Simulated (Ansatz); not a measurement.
Consider a crystal of Be4S in space group P-43m (No. 215), with Be on 4e; S on 1b.

Theory: DFT PBE, scalar-relativistic, plane waves, PAW in Ansatz. Cutoff 420 eV, Γ-centred mesh, Gaussian smearing, no spin polarisation.

The zero of energy is the elements' standard structures at the same level; no fitted shifts are applied.

Q: Predict the relaxed structure.

A:

Space group P-43m (No. 215). a = 3.865 Å, b = 3.865 Å, c = 3.865 Å, α = 90.00°, β = 90.00°, γ = 90.00°
| atom | site | symmetry | x | y | z |
| --- | --- | --- | --- | --- | --- |
| Be | 4e | .3m | 0.8010 | 0.8010 | 0.8010 |
| S | 1b | -43m | 0.5000 | 0.5000 | 0.5000 |

Be is surrounded by 1 S at 2.01 Å and 3 Be at 2.18 Å; S is surrounded by 4 Be at 2.01 Å. Another local minimum with the same sites may exist.

Q: Where does its energy lie, and is it a metal?

A: The energy over the elements is +0.23 eV/atom. The gap on the 10×10×10 mesh of the 5-atom cell is 0 eV (a metal). The separate elements lie lower, so it is unstable against them.

The last run used Gaussian smearing of 0.10 eV. The reference form of S is held partly by dispersion forces, which this level lacks. A structure relaxed within its symmetry needn't be a true minimum. Another cell of Be4S relaxed alike, in Cc, lies 223 meV/atom lower, so this cell isn't the stable form at this level.
